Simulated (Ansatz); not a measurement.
Reaction (substitution at a C–C bond): `C=CCCCCC` + `CC(C)(C)O` → `CCCCOC(C)(C)C` + `C=CC`

Gas-phase electronic energies from Ansatz, PBE0-D4/def2-TZVP geometries. CCSD(T)/CBS is the MP2 limit (def2-TZVPP, def2-QZVPP) plus CCSD(T) − MP2 in def2-TZVPP, frozen cores. DFT in def2-TZVPP. One conformer a species, not always the lowest.

| species | ωB97M-V energy (Eh) |
| --- | --- |
| `C=CCCCCC` | -275.09639 |
| `CC(C)(C)O` | -233.64992 |
| `CCCCOC(C)(C)C` | -390.85743 |
| `C=CC` | -117.87777 |

(1) Work out ΔE.

Largest T1 diagnostic among the species: 0.010.

Answers

(1) ΔE = (-390.85743) + (-117.87777) − (-275.09639) − (-233.64992) = 0.01111 Eh = +29.2 kJ/mol. CCSD(T)/CBS gives +34.1 kJ/mol.

In def2-TZVPP, CCSD(T) changes the Hartree–Fock value by +4.4 kJ/mol (the triples alone add −0.5 kJ/mol) and MP2 by +9.2 kJ/mol. Leaving LDA and LC-ωPBE aside and taking each functional with its dispersion term where it has one, the values, not all of them listed here, spread over 10.4 kJ/mol, from BLYP-D4 to PBE-QIDH.
